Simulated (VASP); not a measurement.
# VASP 6.6.1 run: MgS

INCAR

```
IBRION = -1
PREC = Accurate
GGA = PE
NELM = 78
LASPH = .TRUE.
NSW = 0
LREAL = .FALSE.
LCHARG = .FALSE.
NBANDS = 11
ISMEAR = -1
ISIF = 2
ALGO = Fast
EDIFF = 1E-6
SIGMA = 0.02
LWAVE = .FALSE.
ENCUT = 520
NELECT = 8.1
```

KPOINTS

```
KPOINTS created by Atomic Simulation Environment
0
Gamma
6 6 6
0 0 0
```

POSCAR

```
Mg S
 1.0000000000000000
    -0.1382000000000000    2.8509000000000002    2.7601000000000000
     2.7780999999999998    0.0014000000000000    2.6204999999999998
     2.9386000000000001    2.8715999999999999   -0.1590000000000000
 Mg  S
   1   1
Cartesian
  2.7322418100000001  5.5784854800000003  2.5666410300000000
  1.4192803100000000  1.4057818500000001  1.4257580800000000
```

The recommended PBE PAW datasets give the neutral cell 8 valence electrons.

Command

```
mpirun -np 1 vasp_std
```

OSZICAR

```
N       E                     dE             d eps       ncg     rms          rms(c)
DAV:   1     0.250289427060E+02    0.25029E+02   -0.33216E+03  2488   0.573E+02
DAV:   2    -0.650105745650E+01   -0.31530E+02   -0.30333E+02  2994   0.999E+01
DAV:   3    -0.843000699539E+01   -0.19289E+01   -0.19255E+01  3082   0.269E+01
DAV:   4    -0.844611943371E+01   -0.16112E-01   -0.16111E-01  2989   0.296E+00
DAV:   5    -0.844631924455E+01   -0.19981E-03   -0.19981E-03  3200   0.322E-01    0.493E+00
RMM:   6    -0.788048916093E+01    0.56583E+00   -0.61160E-01  2498   0.335E+00    0.367E+00
RMM:   7    -0.784498881307E+01    0.35500E-01   -0.23051E-01  2608   0.224E+00    0.214E+00
RMM:   8    -0.784888021357E+01   -0.38914E-02   -0.20367E-02  2709   0.885E-01    0.346E-01
RMM:   9    -0.784704965469E+01    0.18306E-02   -0.43813E-03  2977   0.366E-01    0.179E-01
RMM:  10    -0.784754225909E+01   -0.49260E-03   -0.21319E-03  2999   0.246E-01    0.306E-01
RMM:  11    -0.784723991987E+01    0.30234E-03   -0.63724E-04  2808   0.138E-01    0.243E-02
RMM:  12    -0.784724773333E+01   -0.78135E-05   -0.51399E-05  3081   0.544E-02    0.169E-02
RMM:  13    -0.784724874109E+01   -0.10078E-05   -0.73772E-06  3094   0.209E-02    0.853E-03
RMM:  14    -0.784724888555E+01   -0.14445E-06   -0.13433E-06  2446   0.878E-03
   1 F= -.78472489E+01 E0= -.78466866E+01  d E =-.112464E-02
```

Standard output (part)

```
POSCAR found type information on POSCAR MgS
 POSCAR found :  2 types and       2 ions
 LDA part: xc-table for (Slater+PW92), standard interpolation
 POSCAR, INCAR and KPOINTS ok, starting setup
 WAVECAR not read
 entering main loop
 the old and the new charge density differ
    0.493E+00
```

From OUTCAR

```
k-points           NKPTS =    112   k-points in BZ     NKDIM =    112   number of bands    NBANDS=     11

   NELECT =       8.1000    total number of electrons

   dimension x,y,z NGX =    30 NGY =   28 NGZ =   32
   dimension x,y,z NGXF=    60 NGYF=   56 NGZF=   64

  energy-cutoff  :      520.00
  volume of cell :       46.26
      direct lattice vectors                 reciprocal lattice vectors
    -0.138200000  2.850900000  2.760100000    -0.162671102  0.176010095  0.172360303
     2.778100000  0.001400000  2.620500000     0.181130596 -0.174854398  0.189675973
     2.938600000  2.871600000 -0.159000000     0.161410176  0.173581841 -0.171210313

 k-points in reciprocal lattice and weights: KPOINTS created by Atomic Simulation Env
   0.00000000  0.00000000  0.00000000       0.005
   0.16666667 -0.00000000 -0.00000000       0.009
   0.33333333 -0.00000000 -0.00000000       0.009
   0.50000000 -0.00000000 -0.00000000       0.005
   0.00000000  0.16666667 -0.00000000       0.009
   0.16666667  0.16666667 -0.00000000       0.009
   0.33333333  0.16666667 -0.00000000       0.009
   0.50000000  0.16666667 -0.00000000       0.009
   ...

 E-fermi :   5.0715

 k-point     1 :       0.0000    0.0000    0.0000
  band No.  band energies     occupation
      1     -10.2947      2.00000
      2       0.6352      2.00000
      3       0.8203      2.00000
      4       1.3563      2.00000
      5       4.0446      2.00000
      6       8.1434      0.00000
      7       8.9300      0.00000
      8       9.5768      0.00000
      9      11.3297      0.00000
     10      12.1724      0.00000
     11      13.9473      0.00000

 k-point     2 :       0.1667   -0.0000   -0.0000
  band No.  band energies     occupation
      1     -10.1594      2.00000
      2      -0.3517      2.00000
      3       0.7633      2.00000
      4       1.2171      2.00000
      5       5.0747      0.92106
      6       8.1810      0.00000
      7       8.8571      0.00000
      8       9.8153      0.00000
      9      10.9033      0.00000
     10      11.5232      0.00000
     11      13.7223      0.00000

 k-point     3 :       0.3333   -0.0000   -0.0000
  band No.  band energies     occupation
      1      -9.8592      2.00000
      2      -1.7356      2.00000
      3       0.6774      2.00000
      4       1.0336      2.00000
      5       5.9774      0.00000
      6       8.3695      0.00000
      7       8.7387      0.00000
      8       9.6771      0.00000
      9      11.5040      0.00000
     10      12.4698      0.00000
     11      13.1351      0.00000

 k-point     4 :       0.5000   -0.0000   -0.0000
  band No.  band energies     occupation
      1      -9.6902      2.00000
      2      -2.3118      2.00000
      3       0.6387      2.00000
      4       0.9527      2.00000
      5       6.0355      0.00000
      6       8.2341      0.00000
      7       9.1131      0.00000
      8       9.4244      0.00000
      9      12.9049      0.00000
     10      13.5267      0.00000
     11      14.2092      0.00000

 k-point     5 :       0.0000    0.1667   -0.0000
  band No.  band energies     occupation
      1     -10.1271      2.00000
      2      -0.1472      2.00000
      3       0.5795      2.00000
      4       1.0847      2.00000
      5       4.9796      1.97998
      6       8.5116      0.00000
      7       8.9308      0.00000
      8       9.3767      0.00000
      9      10.6181      0.00000
     10      11.2573      0.00000
     11      13.4234      0.00000

 ...

  Total        0.8067140      1.0011061      0.9732784     -1.0182727     -0.5566438      0.8292234
  in kB       27.9395652     34.6720992     33.7083225    -35.2666453    -19.2786861     28.7191518
  external PRESSURE =      32.1066623 kB  Pullay stress =       0.0000000 kB

 POSITION                                       TOTAL-FORCE (eV/Angst)
 -----------------------------------------------------------------------------------
      2.73224      5.57849      2.56664         0.466297     -0.232085      0.766569
      1.41928      1.40578      1.42576        -0.466297      0.232085     -0.766569
 -----------------------------------------------------------------------------------
    total drift:                                0.000005     -0.000634      0.000174

  FREE ENERGIE OF THE ION-ELECTRON SYSTEM (eV)
  ---------------------------------------------------
  free  energy   TOTEN  =        -7.8472488855 eV

  energy  without entropy=       -7.8461242458  energy(sigma->0) =       -7.84668657
```

It converged. Results: pressure 3.2 GPa; largest force 0.93 eV/Å.

The cell is charged and sits in a uniform background.

For comparison, a separate PBE run of the intended cell, on usual settings and not on those above, gives a gap of 2.76 eV on its mesh and a pressure of 0.2 GPa.

The run above took about 24 s on one core of a shared host (Intel Xeon 6975P-C) and held 0.2 GiB at most.
